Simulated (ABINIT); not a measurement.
# RbCl (Fm-3m): one start, several treatments of the self-energy

Aim: compare treatments of exchange, screening and correlation for the gap of RbCl (Fm-3m).

Main program and level: ABINIT 10.8.3; PBE and many-body steps on it, plane waves.

Report form: the programs' logs are mostly left out.

## Step 1: The starting structure

Symmetry: Fm-3m, No. 225, cubic system. Conventional cell: a = 6.579 Å, b = 6.579 Å, c = 6.579 Å, α = 90.00°, β = 90.00°, γ = 90.00°. Nearest to Rb lie 6 Cl at 3.29 Å. Nearest to Cl lie 6 Rb at 3.29 Å. Farther neighbours and most contacts between anions are not listed.

Coordinates:

```cif
data_structure
_symmetry_space_group_name_H-M 'Fm-3m'
_symmetry_Int_Tables_number 225
_cell_length_a 6.5790
_cell_length_b 6.5790
_cell_length_c 6.5790
_cell_angle_alpha 90.000
_cell_angle_beta 90.000
_cell_angle_gamma 90.000
_cell_volume 284.76
loop_
_atom_site_label
_atom_site_type_symbol
_atom_site_symmetry_multiplicity
_atom_site_Wyckoff_symbol
_atom_site_fract_x
_atom_site_fract_y
_atom_site_fract_z
_atom_site_occupancy
Rb1 Rb 4 a 0.00000 0.00000 0.00000 1
Cl1 Cl 4 b 0.50000 0.00000 0.00000 1
```

The cell and positions come from the Crystallography Open Database and are kept as given unless a step says otherwise.

## Step 2: Empty states on the mesh, 4×4×4 mesh, 617 bands

This step: ABINIT 10.8.3; DFT, PBE, plane waves, norm-conserving pseudopotentials.

The sums over transitions need many empty states on a uniform mesh; this step solves for them.

Input file run.abi:

```
acell 3*1.0 Angstrom
rprim 
  -0.000000000000 3.289500000000 3.289500000000
  3.289500000000 -0.000000000000 3.289500000000
  3.289500000000 3.289500000000 -0.000000000000
ntypat 2
znucl 37 17
natom 2
typat 1 2
xred 
  0.000000000000 0.000000000000 0.000000000000
  0.500000000000 0.500000000000 0.500000000000
pp_dirpath "pseudos"
pseudos "Rb.upf, Cl.upf"
ecut 25
ngkpt 4 4 4
nshiftk 1
shiftk 0 0 0
kptopt 1
chksymbreak 0
irdden 1
istwfk *1
nband 617
prtvol 0
optdriver 6
gwr_task "HDIAGO"
paral_kgb 0
occopt 1
indata_prefix "in"
outdata_prefix "out"
tmpdata_prefix "tmp"
```

On the command line:

```bash
$ OMP_NUM_THREADS=1 mpirun -n 4 abinit run.abi > log
```

Run time: 42 s. Hardware: 4 MPI ranks of Arm Neoverse V1, shared host; peak memory 2.1 GiB; 2.8 min of CPU time.

Numbers from this step:

| Quantity | Value |
| --- | --- |
| gap | 5.003 eV |
| k of the valence top | 0, 0, 0 |
| k of the conduction bottom | 0, 0, 0 |
| least direct gap | 5.003 eV |
| k points computed | 8 |
| lowest point of the top converged band, above the valence top | 234.4576 eV |

On this mesh the gap is 5.003 eV.

The density comes from a self-consistent run that is not shown.

## Step 3: Screening, 4×4×4 mesh, 609 bands, screening to 304.8 eV

The RPA dielectric matrix is built and inverted for each q.

This step: RPA screening on PBE, plane waves, norm-conserving pseudopotentials.

Edit run.abi of step 2 so:

```diff
@@ -20,10 +20,11 @@
 chksymbreak 0
-irdden 1
 istwfk *1
-nband 617
-prtvol 0
-optdriver 6
-gwr_task "HDIAGO"
-paral_kgb 0
 occopt 1
+irdwfk 1
+optdriver 3
+nband 609
+ecuteps 11.2
+inclvkb 2
+awtr 1
+symchi 1
 indata_prefix "in"
```

Elapsed: 9.7 min, on 4 MPI ranks; peak memory 4.5 GiB.

This step gave:

```
ε∞ with local fields, on this mesh, along the program's q direction : 2.189
the same without local fields                                       : 2.601
plasma frequency                                                    : 17.60 eV
plane waves in the screening matrix                                 : 869
```

Local fields lower ε∞ by 16 %.

## Step 4: G0W0, Godby-Needs plasmon pole

The self-energy is evaluated for the states that the input lists, and the levels follow from it, in one-shot runs by the linearised quasiparticle equation.

This step: G0W0 on PBE, plane waves, norm-conserving pseudopotentials.

Edit run.abi of step 3 so:

```diff
@@ -23,8 +23,15 @@
 irdwfk 1
-optdriver 3
+optdriver 4
 nband 609
+gwcalctyp 0
+ecutsigx 25
+symsigma 1
+nkptgw 1
+kptgw 
+  0.0000000000 0.0000000000 0.0000000000
+bdgw 
+  6 12
 ecuteps 11.2
-inclvkb 2
-awtr 1
-symchi 1
+irdscr 1
+ppmodel 1
 indata_prefix "in"
```

The job ended after 4.9 min (4 MPI ranks; peak memory 5.5 GiB).

This step gave:

- G0W0 gap on the points computed: 7.937 eV
- starting gap on the mesh: 5.003 eV
- k of the valence top: 0, 0, 0
- k of the conduction bottom: 0, 0, 0
- Z at the valence top: 0.804
- Z at the conduction bottom: 0.874
- least direct G0W0 gap on the computed points: 7.937 eV

The gap on the mesh goes from 5.00 eV to 7.94 eV, a correction of +2.93 eV.

## Step 5: G0W0, Hybertsen-Louie plasmon pole

Edit run.abi of step 4 so:

```diff
@@ -35,3 +35,3 @@
 irdscr 1
-ppmodel 1
+ppmodel 2
 indata_prefix "in"
```

Elapsed: 4.7 min, on 4 MPI ranks; peak memory 5.3 GiB.

This step gave:

```yaml
g0w0_gap_on_the_points_computed: 8.349 eV
starting_gap_on_the_mesh: 5.003 eV
k_of_the_valence_top: 0, 0, 0
k_of_the_conduction_bottom: 0, 0, 0
z_at_the_valence_top: 0.849
z_at_the_conduction_bottom: 0.895
least_direct_g0w0_gap_on_the_computed_points: 8.349 eV
```

Against G0W0 in ABINIT (4×4×4 mesh, 609 bands, screening to 304.8 eV, Godby-Needs plasmon pole), the gap moves by +0.412 eV.

## Step 6: G0W0, von der Linden-Horsch plasmon pole

Edit run.abi of step 5 so:

```diff
@@ -35,3 +35,3 @@
 irdscr 1
-ppmodel 2
+ppmodel 3
 indata_prefix "in"
```

It took 1.8 min on 4 MPI ranks; peak memory 4.9 GiB; 7.3 min of CPU time.

Numbers from this step:

- G0W0 gap on the points computed: 8.295 eV
- starting gap on the mesh: 5.003 eV
- k of the valence top: 0, 0, 0
- k of the conduction bottom: 0, 0, 0
- least direct G0W0 gap on the computed points: 8.295 eV

Against G0W0 in ABINIT (4×4×4 mesh, 609 bands, screening to 304.8 eV, Godby-Needs plasmon pole), the gap moves by +0.358 eV.

## Step 7: G0W0, Engel-Farid plasmon pole

Edit run.abi of step 6 so:

```diff
@@ -35,3 +35,3 @@
 irdscr 1
-ppmodel 3
+ppmodel 4
 indata_prefix "in"
```

It took 1.8 min on 4 MPI ranks; peak memory 4.8 GiB; 7.2 min of CPU time.

This step gave:

```
G0W0 gap on the points computed              : 8.171 eV
starting gap on the mesh                     : 5.003 eV
k of the valence top                         : 0, 0, 0
k of the conduction bottom                   : 0, 0, 0
least direct G0W0 gap on the computed points : 8.171 eV
```

Against G0W0 in ABINIT (4×4×4 mesh, 609 bands, screening to 304.8 eV, Godby-Needs plasmon pole), the gap moves by +0.234 eV.

## Step 8: One-shot Hartree-Fock

This step: one-shot Hartree-Fock on PBE, plane waves, norm-conserving pseudopotentials.

Edit run.abi of step 7 so:

```diff
@@ -24,4 +24,4 @@
 optdriver 4
-nband 609
-gwcalctyp 0
+nband 12
+gwcalctyp 5
 ecutsigx 25
@@ -33,5 +33,4 @@
   6 12
-ecuteps 11.2
-irdscr 1
-ppmodel 4
+ixc_sigma 40
+fftgw 31
 indata_prefix "in"
```

Elapsed: 2.5 s, on 4 MPI ranks; peak memory 0.14 GiB; 9.7 s of CPU time.

This step gave:

- quasiparticle gap on the points computed: 13.12 eV
- starting gap on the mesh: 5.003 eV
- k of the valence top: 0, 0, 0
- k of the conduction bottom: 0, 0, 0
- least direct quasiparticle gap on the computed points: 13.12 eV

Against G0W0 in ABINIT (4×4×4 mesh, 609 bands, screening to 304.8 eV, Godby-Needs plasmon pole), the gap moves by +5.179 eV.

## Step 9: Screening, 4×4×4 mesh, 609 bands, screening to 304.8 eV

This step: RPA screening on PBE, plane waves, norm-conserving pseudopotentials.

Edit run.abi of step 8 so:

```diff
@@ -23,14 +23,14 @@
 irdwfk 1
-optdriver 4
-nband 12
-gwcalctyp 5
-ecutsigx 25
-symsigma 1
-nkptgw 1
-kptgw 
-  0.0000000000 0.0000000000 0.0000000000
-bdgw 
-  6 12
-ixc_sigma 40
-fftgw 31
+optdriver 3
+nband 609
+ecuteps 11.2
+inclvkb 2
+awtr 1
+symchi 1
+gwcalctyp 2
+nfreqre 16
+freqremax 40 eV
+nfreqim 8
+spmeth 1
+nomegasf 120
 indata_prefix "in"
```

Wall time 34 min (4 MPI ranks); peak memory 7.3 GiB; 2.3 h of CPU time.

This step gave:

```
ε∞ with local fields, on this mesh, along the program's q direction : 2.211
the same without local fields                                       : 2.632
plasma frequency                                                    : 17.60 eV
plane waves in the screening matrix                                 : 869
```

## Step 10: G0W0, contour deformation

This step: G0W0 on PBE, plane waves, norm-conserving pseudopotentials.

Edit run.abi of step 9 so:

```diff
@@ -23,14 +23,15 @@
 irdwfk 1
-optdriver 3
+optdriver 4
 nband 609
+gwcalctyp 2
+ecutsigx 25
+symsigma 1
+nkptgw 1
+kptgw 
+  0.0000000000 0.0000000000 0.0000000000
+bdgw 
+  6 12
 ecuteps 11.2
-inclvkb 2
-awtr 1
-symchi 1
-gwcalctyp 2
-nfreqre 16
-freqremax 40 eV
-nfreqim 8
-spmeth 1
-nomegasf 120
+irdscr 1
+gwmem 01
 indata_prefix "in"
```

Run time: 2.5 min. Hardware: 4 MPI ranks; peak memory 5.1 GiB.

Numbers from this step:

```
G0W0 gap on the points computed              : 7.843 eV
starting gap on the mesh                     : 5.003 eV
k of the valence top                         : 0, 0, 0
k of the conduction bottom                   : 0, 0, 0
least direct G0W0 gap on the computed points : 7.843 eV
```

Against G0W0 in ABINIT (4×4×4 mesh, 609 bands, screening to 304.8 eV, Godby-Needs plasmon pole), the gap moves by −0.094 eV.

## Step 11: Side by side

Times are wall times on 4 MPI ranks of Arm Neoverse V1, shared host, good to a factor of about two. A run's time includes the screening step that it read.

```
                                     run   mesh  bands  screening cutoff (eV)  DFT gap (eV)  gap on the mesh (eV)  direct (eV)  ε∞ used    time
          G0W0, Godby-Needs plasmon pole  4×4×4    609                  304.8         5.003                 7.937        7.937     2.19  15 min
      G0W0, Hybertsen-Louie plasmon pole  4×4×4    609                  304.8         5.003                 8.349        8.349     2.19  14 min
G0W0, von der Linden-Horsch plasmon pole  4×4×4    609                  304.8         5.003                 8.295        8.295     2.19  12 min
          G0W0, Engel-Farid plasmon pole  4×4×4    609                  304.8         5.003                 8.171        8.171     2.19  12 min
                   one-shot Hartree-Fock  4×4×4      -                      -         5.003                13.116       13.116        -   2.5 s
               G0W0, contour deformation  4×4×4    609                  304.8         5.003                 7.843        7.843     2.21  36 min
```

## Step 12: What came out

```json
{
 "G0W0, Godby-Needs plasmon pole": "7.937 eV",
 "G0W0, Hybertsen-Louie plasmon pole": "8.349 eV",
 "G0W0, von der Linden-Horsch plasmon pole": "8.295 eV",
 "G0W0, Engel-Farid plasmon pole": "8.171 eV",
 "one-shot Hartree-Fock": "13.116 eV",
 "G0W0, contour deformation": "7.843 eV",
 "known limits": "not at the basis limit; no spin-orbit coupling"
}
```

**Reading.** G0W0, Hybertsen-Louie plasmon pole: +0.412 eV against G0W0, Godby-Needs plasmon pole. G0W0, von der Linden-Horsch plasmon pole: +0.358 eV against G0W0, Godby-Needs plasmon pole. G0W0, Engel-Farid plasmon pole: +0.234 eV against G0W0, Godby-Needs plasmon pole. One-shot Hartree-Fock: +5.179 eV against G0W0, Godby-Needs plasmon pole. G0W0, contour deformation: −0.094 eV against G0W0, Godby-Needs plasmon pole. Bare exchange alone opens the gap to 13.12 eV; against G0W0, correlation takes back 5.18 eV. Bands and cutoff are finite, so the gap is not at the basis limit. The miss can reach some tenths of an eV and take either sign; the mesh is an error of its own. In the G0W0 runs levels were corrected at 1 k point alone, so a gap called «on the mesh» is the least over those, and an edge elsewhere would be missed. The many-body steps are scalar-relativistic: spin-orbit coupling is not in them.

[Paths, hosts, dates, memory and timing lines, banners, echoed tables and standing remarks are left out of the program output.]

[Logs are printed without paths, hosts, clocks, repeated set-up lines and the standing remarks that a program may print on its own settings, such as how far it seeks lower states.]

[Runs of the session that timed out or met a known fault of the program may be left out.]

[Hosts, paths, dates, database ids (printed as entryN), source tags and the programs' standing remarks are cut or masked in the printed files.]

[G0W0 gaps are taken among the corrected bands and points alone; a level outside them can change the order at an edge.]

[Where Ansatz stands beside ABINIT at settings called matched, ABINIT's density can come from a denser mesh and the files from another edition; pairs whose starting gaps differed by over 0.03 eV were left out, so agreement reads better than it is.]
